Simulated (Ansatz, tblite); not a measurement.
## A script for TiTe$_{2}$ (GFN2-xTB)

These are simulated results from tblite 0.8.0, not measurements. The cell was built from a prototype and was relaxed with r2SCAN in plane waves (Ansatz 0.2.0). Not every such cell is a known phase. All runs are without spin polarisation.

The symmetry is Fm-3m (No. 225, cubic); a = 6.880 Å in the conventional setting, 27.14 Å³ an atom. Around Ti lie 8 Te at 2.98 Å; around Te lie 4 Ti at 2.98 Å.

tblite solves periodic systems at the zone centre alone, so the script builds a cluster of 2×2×2 conventional cells (96 atoms), which folds in a coarse mesh of k points.

run.py reads:

```python
import json
from ase import Atoms
from ase.build import make_supercell
from ase.units import Bohr, GPa, Hartree
from tblite.interface import Calculator

atoms = Atoms(['Ti', 'Te', 'Te'],
              cell=[[0.0, 3.440123, 3.440123], [3.440123, -0.0, 3.440123], [3.440123, 3.440123, -0.0]],
              scaled_positions=[[0.0, -0.0, 0.0], [0.25, 0.25, 0.25], [0.75, 0.75, 0.75]],
              pbc=True)
cluster = make_supercell(atoms, [[-2, 2, 2], [2, -2, 2], [2, 2, -2]])
calc = Calculator('GFN2-xTB', cluster.numbers, cluster.positions / Bohr, lattice=cluster.cell[:] / Bohr, periodic=cluster.pbc)
calc.set('temperature', 0.02 / Hartree)
calc.set('max-iter', 150)
res = calc.singlepoint()
levels = res.get('orbital-energies') * Hartree
nv = round(res.get('orbital-occupations').sum() / 2)
cells = len(cluster) // len(atoms)
out = {'energy_per_cell': res.get('energy') * Hartree / cells, 'homo': levels[nv - 1], 'lumo': levels[nv],
       'stress': (-res.get('virial') * Hartree / cluster.get_volume() / GPa).tolist(), 'charges': res.get('charges')[:len(atoms)].tolist(), 'electrons': 2 * nv / cells}
json.dump(out, open('results.json', 'w'))
for key, value in out.items():
    print(key, value)
```

Command: `python run.py`. It took 33 s on 1 thread of Arm Neoverse V2, on a shared host, peak memory 0.19 GiB.

Output:

```
------------------------------------------------------------
  cycle        total energy    energy error   density error
------------------------------------------------------------
      1     -249.2728623332  -2.4983333E+02   1.3516458E-01
      2     -215.5624185864   3.3710444E+01   4.6017914E-01
      3     -248.3201921894  -3.2757774E+01   1.9816028E-01
      4     -252.8496151476  -4.5294230E+00   6.4831947E-02
      5     -249.0770861874   3.7725290E+00   1.7763543E-01
      6     -252.4897363043  -3.4126501E+00   7.2444207E-02
      7     -253.0372677783  -5.4753147E-01   3.7944371E-02
      8     -251.7904971734   1.2467706E+00   1.1256457E-01
      9     -253.1399807053  -1.3494835E+00   2.1577416E-02
     10     -252.6160014625   5.2397924E-01   5.8387900E-02
     11     -252.8138031703  -1.9780171E-01   4.7579608E-02
     12     -252.8720727493  -5.8269579E-02   4.1750473E-02
     13     -252.9352230040  -6.3150255E-02   4.4734165E-02
     14     -253.2171462212  -2.8192322E-01   1.3845970E-02
     15     -253.2105126525   6.6335687E-03   1.4126702E-02
     16     -253.2017059074   8.8067450E-03   1.6910561E-02
     17     -253.2248347659  -2.3128859E-02   1.0637486E-02
     18     -253.2310196988  -6.1849328E-03   9.8836474E-03
     19     -253.2216973641   9.3223346E-03   1.1092364E-02
     20     -253.2314337715  -9.7364073E-03   8.6151742E-03
     21     -253.2297011466   1.7326249E-03   9.5960413E-03
     22     -253.2351808075  -5.4796609E-03   6.8472984E-03
     23     -253.2379935749  -2.8127674E-03   5.6345495E-03
     24     -253.2388189836  -8.2540872E-04   5.2839495E-03
     25     -253.2379693131   8.4967047E-04   4.9156126E-03
     26     -253.2385066223  -5.3730919E-04   4.5025898E-03
     27     -253.2393315207  -8.2489836E-04   4.2349551E-03
     28     -253.2410184636  -1.6869429E-03   2.6198493E-03
     29     -253.2405645639   4.5389963E-04   2.9708732E-03
     30     -253.2403911436   1.7342031E-04   3.1338182E-03
     31     -253.2409534125  -5.6226884E-04   2.2276667E-03
     32     -253.2411535886  -2.0017609E-04   1.8867690E-03
     33     -253.2415188567  -3.6526819E-04   1.3717088E-03
     34     -253.2415683519  -4.9495150E-05   1.1782738E-03
     35     -253.2416699218  -1.0156990E-04   9.0140634E-04
     36     -253.2417145939  -4.4672117E-05   6.7556491E-04
     37     -253.2417248279  -1.0233991E-05   6.8270902E-04
     38     -253.2417259205  -1.0926479E-06   5.9621816E-04
     39     -253.2417265882  -6.6769445E-07   6.6505870E-04
     40     -253.2417509004  -2.4312142E-05   4.8906327E-04
     41     -253.2417497456   1.1547576E-06   4.9055637E-04
     42     -253.2417479630   1.7826580E-06   4.9602970E-04
     43     -253.2417209922   2.6970804E-05   6.3514736E-04
     44     -253.2417120848   8.9073739E-06   6.2949846E-04
     45     -253.2417325759  -2.0491129E-05   5.6366948E-04
     46     -253.2417378263  -5.2503777E-06   5.1657331E-04
     47     -253.2417170217   2.0804597E-05   6.1408152E-04
     48     -253.2417209466  -3.9249017E-06   5.7295940E-04
     49     -253.2417367774  -1.5830840E-05   5.0703552E-04
     50     -253.2417390340  -2.2565683E-06   4.9664958E-04
     51     -253.2417264537   1.2580335E-05   5.4819084E-04
     52     -253.2417268578  -4.0412672E-07   5.4590273E-04
     53     -253.2417289440  -2.0861828E-06   5.3676055E-04
     54     -253.2417277826   1.1613895E-06   5.4152953E-04
     55     -253.2417272938   4.8881310E-07   5.4382037E-04
     56     -253.2417248892   2.4045617E-06   5.5308920E-04
     57     -253.2417254690  -5.7974006E-07   5.5088014E-04
     58     -253.2417284570  -2.9880607E-06   5.3695299E-04
     59     -253.2417381787  -9.7216809E-06   4.9593505E-04
     60     -253.2417418994  -3.7207404E-06   4.8040016E-04
     61     -253.2417430388  -1.1393539E-06   4.7464163E-04
     62     -253.2417490048  -5.9659625E-06   4.4642510E-04
     63     -253.2417548773  -5.8725732E-06   4.1591596E-04
     64     -253.2417563312  -1.4539040E-06   4.0798493E-04
     65     -253.2417549479   1.3833734E-06   4.1575062E-04
     66     -253.2417552012  -2.5335174E-07   4.1469379E-04
     67     -253.2417617565  -6.5552869E-06   3.7860705E-04
     68     -253.2417670675  -5.3109923E-06   3.4550833E-04
     69     -253.2417757020  -8.6345149E-06   2.8207431E-04
     70     -253.2417827934  -7.0914180E-06   2.1502881E-04
     71     -253.2417851546  -2.3612124E-06   1.8773931E-04
     72     -253.2417891657  -4.0110469E-06   1.3149873E-04
     73     -253.2417898150  -6.4930100E-07   1.2043556E-04
     74     -253.2417908072  -9.9217482E-07   1.0014034E-04
     75     -253.2417909677  -1.6051570E-07   9.6333120E-05
     76     -253.2417909637   3.9543124E-09   9.6426240E-05
     77     -253.2417914596  -4.9585006E-07   8.4359051E-05
     78     -253.2417916101  -1.5054545E-07   7.9972927E-05
     79     -253.2417920264  -4.1623150E-07   6.6823079E-05
     80     -253.2417922758  -2.4949068E-07   5.7703640E-05
     81     -253.2417923396  -6.3762769E-08   5.5167233E-05
     82     -253.2417923173   2.2343301E-08   5.6063536E-05
     83     -253.2417922696   4.7656187E-08   5.8015932E-05
     84     -253.2417923676  -9.7964431E-08   5.4329170E-05
     85     -253.2417924276  -6.0005277E-08   5.1889605E-05
     86     -253.2417926727  -2.4514185E-07   4.0324009E-05
     87     -253.2417927401  -6.7403874E-08   3.6249185E-05
     88     -253.2417928216  -8.1463895E-08   3.0392642E-05
     89     -253.2417928823  -6.0730741E-08   2.4757308E-05
     90     -253.2417929064  -2.4039792E-08   2.2163007E-05
     91     -253.2417929081  -1.7352306E-09   2.1953323E-05
     92     -253.2417929510  -4.2922977E-08   1.6864062E-05
------------------------------------------------------------

 total:                                  32.191 sec
energy_per_cell -215.34563079665236
homo -7.729104392540658
lumo -7.729104388434611
stress [[12.055768096708482, 1.1329641244335631e-08, 9.86868611977973e-09], [1.1329640961121251e-08, 12.055768039222011, 1.0316708876544859e-08], [9.868685573214455e-09, 1.0316707836028939e-08, 12.05576806926644]]
charges [-0.01814716988564391, 0.00904905904246929, 0.009057515706312746]
electrons 16.0
```

The cycle table is in hartree for the whole cluster, and the lines after it are in eV (the energy for one cell). The printed stress is in GPa and positive in compression, and the pressure is its mean diagonal.

GFN2-xTB gives no gap at the points read. On the same cell, plane-wave PBE (Ansatz, 6×6×6 k points and the special points) gives no gap (an overlap of 0.39 eV at the points read) and r2SCAN no gap (an overlap of 0.40 eV at the points read); on shared hosts these took about 3.2 and 6.7 core-seconds on the 3-atom cell, against 33 for the script. Spin-orbit coupling, left out in all these runs, can cut or reorder the gap by tenths of an eV, up to about 1 eV with Pb or Bi.

The pressure on this cell is 12.1 GPa (positive in compression).

xTB was fitted mostly to molecules, and a small cluster samples few k points, so gaps, pressures and kinks along a curve can be far from a solid's.

No spin-orbit coupling is included; it can move band edges with weight on the heavy atoms by tenths of an eV.
